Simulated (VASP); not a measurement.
A run of VASP 6.6.1 is set up as follows.

Contents of run.py:

```python
from ase.calculators.vasp import Vasp
from ase.dft.bandgap import bandgap
from ase.io import read

atoms = read('I.xyz')
calc = Vasp(
    directory='calc',
    xc='pbe',
    pp='PBE',
    setups='recommended',
    prec='Accurate',
    encut=520,
    ediff=1e-06,
    ismear=0,
    sigma=0.05,
    lreal=False,
    lasph=True,
    nelm=100,
    algo='Normal',
    isif=2,
    lwave=False,
    lcharg=True,
    lorbit=11,
    lsorbit=True,
    gga_compat=False,
    ivdw=202,
    kpts=[7, 7, 7],
    gamma=True,
)
atoms.calc = calc

print('energy (eV):', atoms.get_potential_energy())
print('free energy (eV):', atoms.get_potential_energy(force_consistent=True))
efermi = calc.get_fermi_level()
print('Fermi level (eV):', efermi)
path = atoms.cell.bandpath(npoints=40, eps=1e-4)
print('path:', path.path)
calc.set(kpts=path.kpts, reciprocal=True, icharg=11, isym=0, lcharg=False)
calc.calculate(atoms)
print('gap on the path (eV):', bandgap(calc, efermi=efermi)[0])
print('direct gap on the path (eV):', bandgap(calc, efermi=efermi, direct=True)[0])
```

Contents of I.xyz:

```xyz
1
Lattice="0.0000000000 2.3967303343 3.9612912976 2.2210941101 0.0000000000 3.9612912976 2.2210941101 2.3967303343 0.0000000000" Properties=species:S:1:pos:R:3 pbc="T T T"
I      0.0000000000      0.0000000000      0.0000000000
```

Potentials or basis: VASP PAW PBE potentials, release 64 (I).

The run is started by

```sh
$ python run.py
```

Estimate the dispersion energy per atom.

-0.176 eV.

Caveat: the log is that of the step along the path at fixed density, whose energy, stress, charges and moments have no meaning.
